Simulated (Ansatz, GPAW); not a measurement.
**The basis that the transmission of a Ga chain with one Li atom in line needs**

Aim: T(E), conductance and thermopower of a Ga chain with one Li atom in line, and what cheaper settings cost in accuracy.

Main program and level: GPAW 26.7.0 and Ansatz 0.2.0; Ansatz plane waves; Landauer transmission by layers, zero bias, in the first sound run; inputs show where later runs differ.

### Step 1. The starting structure

The cell holds 11 atoms: 10 Ga and 1 Li. Cell: a = 9.000 Å, b = 9.000 Å, c = 28.301 Å, α = 90.0°, β = 90.0°, γ = 90.0°. Regions: left lead, 5 atoms (5 Ga); channel, 1 atom (1 Li); right lead, 5 atoms (5 Ga). Vacuum lies along a and b. The structure is stacked along c, and the current runs across the ab planes.

### Step 2. Plane-wave reference (PBE)

Plane waves give the reference curve, free of the bias of atom-centred orbitals.

Input file input.yaml:

```yaml
crystal:
  lattice:
    - [9.0, 0.0, 0.0]
    - [0.0, 9.0, 0.0]
    - [0.0, 0.0, 28.3006]
  atoms:
    - { symbol: Ga, position: [0.5, 0.5, 0.0450520484] }
    - { symbol: Ga, position: [0.5, 0.5, 0.1351561451] }
    - { symbol: Ga, position: [0.5, 0.5, 0.2252602418] }
    - { symbol: Ga, position: [0.5, 0.5, 0.3153643386] }
    - { symbol: Ga, position: [0.5, 0.5, 0.4054684353] }
    - { symbol: Li, position: [0.5, 0.5, 0.5] }
    - { symbol: Ga, position: [0.5, 0.5, 0.5945315647] }
    - { symbol: Ga, position: [0.5, 0.5, 0.6846356614] }
    - { symbol: Ga, position: [0.5, 0.5, 0.7747397582] }
    - { symbol: Ga, position: [0.5, 0.5, 0.8648438549] }
    - { symbol: Ga, position: [0.5, 0.5, 0.9549479516] }
kpoints:
  mp_grid: { grid: [1, 1, 3] }
hamiltonian:
  xc: pbe
scf:
  occupations: { method: fermi_dirac, width: 0.1 }
output:
  transmission:
    leads: [[0, 1]]
    e_range: [-3, 3]
    de: 0.075
    kmesh: [1, 1]
    reduced_basis: true
  write_potential: true
  write_density: true
  volumetric_format: npy
```

Run with:

```bash
ansatz run input.yaml --threads 2 --pin off --max-ram 4096MiB --backend cpu --events-out ev --progress --plain --runs-dir out
```

Numbers of over 12 decimals in the logs are rounded to 6 here.

Output:

```text
Engine: ansatz 0.2.0, aarch64-unknown-linux-gnu
Pseudopotentials: kind: paw
Pseudopotential: Ga, paw, valence charge 13, recommended cutoff 420 eV (normal), Ga.paw.azcp
Pseudopotential: Li, paw, valence charge 3, recommended cutoff 420 eV (normal), Li.paw.azcp
Functional definition: PBE
  parameter kappa = 0.804
  parameter beta = 0.066725
  exchange = pbe_x(kappa = kappa, mu = beta*pi^2/3)
  correlation = pbe_c(beta = beta)
Crystal: 11 atoms, lattice volume = 2292.349 Å³
Basis set: ecut = 420 eV, 44739 PW (Γ)
Bands: 80, of which v1, the nominal top of the filled ones, is band 67 counted from 1 (66 counted from 0)
Symmetry: 16 space group operations
Space group: P4/mmm (ITA 123), of the structure as read, at distance tolerance 1.3e-4 Å
k-points: 2 of 3
Non-local potential: Ga, projectors of the file, l = 0: 2, l = 1: 2, l = 2: 3, l = 3: 1
Non-local potential: Li, projectors of the file, l = 0: 3, l = 1: 2, l = 2: 1
PAW form: soft (Blöchl's): semilocal exchange-correlation on the pseudo side does not see the compensation charge
PAW one-centre angular grid: Ga, 590 points (default); XC on 64 Gauss nodes
PAW one-centre angular grid: Li, 110 points (default); XC on 64 Gauss nodes
Initial density: superposition of atomic densities (neutral atoms: chi_scale 0, normalization atom), corrected by the library's trained network
Initial wavefunctions: pseudopotential atomic-orbital guess
Functional: x = pbe(κ = 0.804, μ = 0.219515), c = pbe(β = 0.066725)
SCF iter   1: F=—  HF=-38021.512155 eV  |F-HF|=—  |Δ(HF+E_count)|=         —  Δρ=1.81e-3  dr2=9.29e-1  ethr=1.77e-3  ⟨swp⟩=6.0  Hψ=660  notcnv=0
preconditioner: auto → LDOS  [metal: Δε(μ)=0.156 eV  Ē_g=13.517 eV  σ=0.100 eV  W_gap=0.36  n_scr=210 (ndim 8)  ℏωp=8.9 eV  f_vac=0.732  D(μ)=21.68/eV (n_scr^D=74)  β→1.0]
SCF iter   2: F=—  HF=-38021.429611 eV  |F-HF|=—  |Δ(HF+E_count)|=   8.25e-2  Δρ=8.47e-4  dr2=1.01e-1  ethr=6.99e-4  ⟨swp⟩=3.0  Hψ=214  notcnv=0
SCF iter   3: F=—  HF=-38021.428337 eV  |F-HF|=—  |Δ(HF+E_count)|=   1.27e-3  Δρ=4.47e-4  dr2=2.72e-2  ethr=7.62e-5  ⟨swp⟩=2.0  Hψ=167  notcnv=0
SCF iter   4: F=—  HF=-38021.428032 eV  |F-HF|=—  |Δ(HF+E_count)|=   3.05e-4  Δρ=4.75e-4  dr2=1.32e-2  ethr=2.05e-5  ⟨swp⟩=2.0  Hψ=296  notcnv=0
SCF iter   5: F=—  HF=-38021.425152 eV  |F-HF|=—  |Δ(HF+E_count)|=   2.88e-3  Δρ=1.54e-4  dr2=1.63e-3  ethr=9.92e-6  ⟨swp⟩=2.0  Hψ=274  notcnv=0
SCF iter   6: F=—  HF=-38021.425017 eV  |F-HF|=—  |Δ(HF+E_count)|=   1.35e-4  Δρ=6.40e-5  dr2=4.65e-4  ethr=1.22e-6  ⟨swp⟩=2.0  Hψ=248  notcnv=0
SCF iter   7: F=—  HF=-38021.424996 eV  |F-HF|=—  |Δ(HF+E_count)|=   2.09e-5  Δρ=2.73e-5  dr2=5.67e-5  ethr=3.50e-7  ⟨swp⟩=2.0  Hψ=180  notcnv=0
SCF iter   8: F=—  HF=-38021.425130 eV  |F-HF|=—  |Δ(HF+E_count)|=   1.34e-4  Δρ=1.66e-5  dr2=1.26e-5  ethr=4.27e-8  ⟨swp⟩=2.0  Hψ=290  notcnv=0
SCF iter   9: F=—  HF=-38021.425132 eV  |F-HF|=—  |Δ(HF+E_count)|=   1.34e-6  Δρ=1.28e-5  dr2=7.01e-6  ethr=9.48e-9  ⟨swp⟩=2.0  Hψ=296  notcnv=0
SCF iter  10: F=—  HF=-38021.425129 eV  |F-HF|=—  |Δ(HF+E_count)|=   2.33e-6  Δρ=2.20e-6  dr2=1.65e-7  ethr=5.27e-9  ⟨swp⟩=2.0  Hψ=294  notcnv=0
SCF iter  11: F=-38021.425129 eV  HF=-38021.425129 eV  |F-HF|=1.16e-8  |Δ(HF+E_count)|=   1.96e-7  Δρ=8.80e-7  dr2=3.32e-8  ethr=7.52e-11  ⟨swp⟩=6.5  Hψ=418  notcnv=0
SCF 1 converged in 11 iterations: F = -38021.425129 eV  dr2 = 3.32e-8
  greatest PAW one-centre occupation: 1.000 electrons in one spin orbital (limit 2), on the Li atom at site 5 (counted from 0), in its partial waves of l = 0
transmission: 4 of 36 steps passed
transmission: 8 of 36 steps passed
[...]
transmission: 36 of 36 steps passed
WARN: The output density's exchange-correlation potential varies sharply where the density is thin. Do not read a vacuum level from v_tot or v_xc, or from such a field of the output density. On a cell that repeats whose density bears no net charge and no dipole along the vacuum's axis use v_es (v_loc + v_h of the components); under efield.dipole_correction with no amplitude use v_es + v_field, which holds any externa [...]
SCF converged after 11 iterations
Free energy (F): -38021.425129 eV
Harris-Foulkes:  -38021.425129 eV  (|F-HF|=1.16e-8)
Internal energy: -38020.686071 eV  (E = F + TS)
E sigma→0 (E₀):  -38021.055600 eV
Entropy (-TS):   -0.739059 eV (-67.187 meV/atom)
Fermi energy:    -2.507978 eV
--- Per-component energies (eV) ---
  E_band       = -2046.387421
  E_kinetic    = 1152.229826
  E_local      = -39816.271423  (includes V_loc(G=0)·N_el)
  E_nonlocal   = 4172.392396
  E_hartree    = 18525.006145
  E_xc         = -688.490655
  E_vxc        = -570.790691  (∫ρ·V_xc dr)
  E_paw        = -19855.585205  (= ΣΔE_a)
  E_vpaw       = -4033.949507  (= ΣTr[D̂ρ^β])
  E_aug_tail   = -0.001158  (compensation charges beyond the density's cutoff)
  E_ewald      = -1509.965997
  E_smearing   = -0.739059  (= −TS)
  E_closure    = 0.000000  (closes the sum)
  Σ components = -38021.425129   (vs F -38021.425129, Δ=0.00e0)
--- Band table (eV) ---
  k-point 0: bands = [... 63 lower, -2.7207, -2.5732, -2.5732, -2.5393, -2.4368, -2.4368, -2.0405, -2.0405, ... 9 higher]
  k-point 1: bands = [... 63 lower, -2.7124, -2.6928, -2.6064, -2.6064, -2.3819, -2.3819, -2.1148, -2.1148, ... 9 higher]
--- Transmission ---
  basis      : 717 plane waves across, 36 finite elements along
  points     : 1, standing for a mesh of 1 x 1
  energies   : 81 from -3.000000 to 3.000000 eV about the Fermi level, 0.075000 eV apart; the leads are filled to 0.000000 eV, and channels, transmission and decay are at -0.000000 eV
  crystal 0  : Ga1, at the sites [0, 1], period 2.5500 Å, over 25.50 Å; its Hamiltonian steps by up to 2.7 meV
    offset         : up to 0.0000 Å between an atom of the period and one for which it stands
    channels       : 3.000000e0 a spin
    conductance    : none, the energies end too early or step too widely for 300 K: set another output.transmission.e_range or a lower de, or, where they end at an eighth of basis.ecutwfc, a higher one
  junction   : crystal 0 to crystal 0, 0.70 to 26.45 Å
    transmission   : 5.204602e-1 a spin
    conductance    : none, the energies end too early or step too widely for 300 K: set another output.transmission.e_range or a lower de, or, where they end at an eighth of basis.ecutwfc, a higher one
```

Elapsed: 26 min, on 2 threads of Arm Neoverse V1, shared host; peak memory 3.4 GiB; 49 min of CPU time.

Reading the cycles: dr2 is the Hartree energy of the density residual (eV), the measure of convergence; HF is the Harris–Foulkes estimate of the energy, which meets the free energy F at convergence.

Numbers from this step:

- free energy: -38021.4251 eV
- smearing term TS: 0.7391 eV
- symmetry operations: 16
- lead level: 0 eV from the Fermi level
- transmission at the Fermi level (one spin): 0.5205
- open channels of the lead at the Fermi level (one spin): 3
- step of the potential along the lead: 2.7 meV
- offset of the lead: 0 Å

One spin. Table of transmission, zone mean by energy, zero at the Fermi level:

```
energy (eV)  transmission, zone mean
      -3.00                  0.00459
      -2.85                  0.00532
      -2.70                  0.00613
      -2.55                  0.00704
      -2.33                  0.00855
      -2.17                  0.00962
      -2.02                   0.0107
      -1.88                   0.0116
      -1.73                   0.0116
      -1.57                  0.00819
      -1.35                   0.0586
      -1.20                   0.0388
      -1.05                   0.0388
      -0.90                   0.0418
      -0.75                   0.0463
      -0.60                   0.0519
      -0.38                   0.0622
      -0.23                    0.124
      -0.07                    0.458
       0.00                    0.520
       0.07                    0.523
       0.23                    0.476
       0.38                    0.448
       0.60                    0.463
       0.75                    0.501
       0.90                    0.555
       1.05                    0.621
       1.20                    0.695
       1.35                    0.775
       1.57                    0.908
       1.73                     1.01
       1.88                     1.12
       2.02                     1.25
       2.17                     1.41
       2.33                     1.61
       2.55                     1.90
       2.70                     1.35
       2.85                     1.10
       3.00                     2.25
```

One spin. Open channels, zone mean against energy, zero at the Fermi level:

```
energy (eV)  open channels, zone mean
      -3.00                         1
      -2.77                         1
      -2.55                         1
      -2.40                         1
      -2.17                         1
      -1.95                         1
      -1.73                         1
      -1.57                         1
      -1.35                         1
      -1.12                         1
      -0.90                         1
      -0.75                         1
      -0.53                         1
      -0.30                         1
      -0.07                         3
       0.00                         3
       0.07                         3
       0.30                         3
       0.53                         3
       0.75                         3
       0.90                         3
       1.12                         3
       1.35                         3
       1.57                         3
       1.73                         3
       1.95                         3
       2.17                         3
       2.40                         3
       2.55                         3
       2.77                         3
       3.00                         4
```

Crystal 0, spin -, k parallel (0, 0); distinct values, listed up to 1.5 1/Å. Table of Im kz of the slowest decaying states by energy, zero at the Fermi level:

```
energy (eV)  decay 1 (Å⁻¹)  decay 2 (Å⁻¹)  decay 3 (Å⁻¹)  decay 4 (Å⁻¹)
     -3.000          0.803           1.25           1.37           1.44
     -2.475          0.726           1.19           1.31           1.40
     -2.025          0.651           1.14           1.27           1.35
     -1.500        0.00212          0.549           1.08           1.21
     -0.975          0.420           1.01           1.15           1.25
     -0.525          0.259          0.948           1.10           1.21
      0.000          0.871           1.04           1.15           1.16
      0.525          0.787          0.967           1.09           1.10
      0.975          0.706          0.904           1.04           1.04
      1.500          0.599          0.824          0.971          0.973
      2.025          0.469          0.735          0.896          0.902
      2.475          0.316          0.649          0.826          0.835
      3.000          0.531          0.737          0.750          0.831
```

Crystal 0, spin -, k parallel (0, 0). The Re kz of states that move upwards by energy, zero at the Fermi level:

```
energy (eV)  channel 1 (Å⁻¹)  channel 2 (Å⁻¹)  channel 3 (Å⁻¹)  channel 4 (Å⁻¹)
    -3.0000             1.06                -                -                -
    -2.7750             1.09                -                -                -
    -2.4750             1.12                -                -                -
    -2.2500             1.15                -                -                -
    -2.0250             1.17                -                -                -
    -1.7250             1.20                -                -                -
    -1.5000                -                -                -                -
    -1.2750            -1.22                -                -                -
    -0.9750            -1.18                -                -                -
    -0.7500            -1.16                -                -                -
    -0.5250            -1.14                -                -                -
    -0.2250            -1.11           0.0798           0.0798                -
     0.0000            -1.09            0.249            0.249                -
     0.2250            -1.07            0.344            0.344                -
     0.5250            -1.04            0.440            0.440                -
     0.7500            -1.02            0.500            0.500                -
     0.9750            -1.00            0.555            0.555                -
     1.2750           -0.979            0.621            0.621                -
     1.5000           -0.960            0.666            0.666                -
     1.7250           -0.941            0.709            0.709                -
     2.0250           -0.916            0.764            0.764                -
     2.2500           -0.897            0.802            0.802                -
     2.4750           -0.879            0.840            0.840                -
     2.7750           -0.855            0.889            0.889                -
     3.0000           -0.837            0.199            0.924            0.924
```

The electrostatic potential energy of an electron (with the applied field's), less the Fermi level, planar mean oscillates, so the rows of the table below give means over windows of 2.65 Å about each position, cut where the curve ends. Its maxima inside the range that stand out by 2 % of the span (Å: eV): 2.5: 3.60, 5.2: 3.60, 7.7: 3.61, 10.2: 3.42, 12.8: 3.12, 15.5: 3.12, 18.1: 3.42, 20.6: 3.61, 23.1: 3.60, 25.8: 3.60. Its minima: 1.3: 2.60, 3.8: 2.59, 6.3: 2.60, 9.0: 2.54, 11.5: 2.19, 14.2: 2.22, 16.8: 2.19, 19.3: 2.54, 22.0: 2.60, 24.5: 2.59, 27.0: 2.60.

Electrostatic potential energy of an electron (with the applied field's), less the Fermi level, planar mean against z; means over each step:

z (Å), electrostatic potential energy of an electron (with the applied field's), less the Fermi level, planar mean (eV) and a bar from the least value:
```
     1.32       3.10 ##############################
     3.97       3.10 ##############################
     6.62       3.10 ##############################
     9.27       3.00 ######################
    11.92       2.68 
    14.57       2.72 ###
    17.22       2.76 ######
    19.87       3.05 ##########################
    22.52       3.09 #############################
    25.17       3.08 ############################
    27.82       2.92 #################
```

The valence density, planar mean oscillates, so the rows of the table below give means over windows of 2.51 Å about each position, cut where the curve ends. Its maxima inside the range that stand out by 2 % of the span (Å: e/Å³): 1.3: 0.211, 3.8: 0.216, 6.3: 0.214, 9.0: 0.208, 11.5: 0.215, 14.2: 0.0440, 16.8: 0.215, 19.3: 0.208, 22.0: 0.214, 24.5: 0.216, 27.0: 0.211. Its minima: 2.5: 0.0136, 5.0: 0.0139, 7.7: 0.0142, 10.3: 0.0145, 13.4: 0.00468, 14.9: 0.00468, 18.0: 0.0145, 20.6: 0.0142, 23.3: 0.0139, 25.8: 0.0136.

Table of valence density, planar mean by z; means over each step:

```
z (Å)  valence density, planar mean (e/Å³)
 1.25                               0.0637
 3.76                               0.0637
 6.27                               0.0638
 8.79                               0.0641
11.29                               0.0634
13.80                               0.0145
16.31                               0.0614
18.82                               0.0639
21.33                               0.0637
23.84                               0.0635
26.35                               0.0635
```

T at the Fermi level is 0.520 of 3 open channels a spin.

[end of part 1 of 3]

[Logs are printed without paths, hosts, clocks, repeated set-up lines and the standing remarks that a program may print on its own settings, such as how far it seeks lower states.]

[Hosts, paths, dates, database ids (printed as entryN), source tags and the programs' standing remarks are cut or masked in the printed files.]
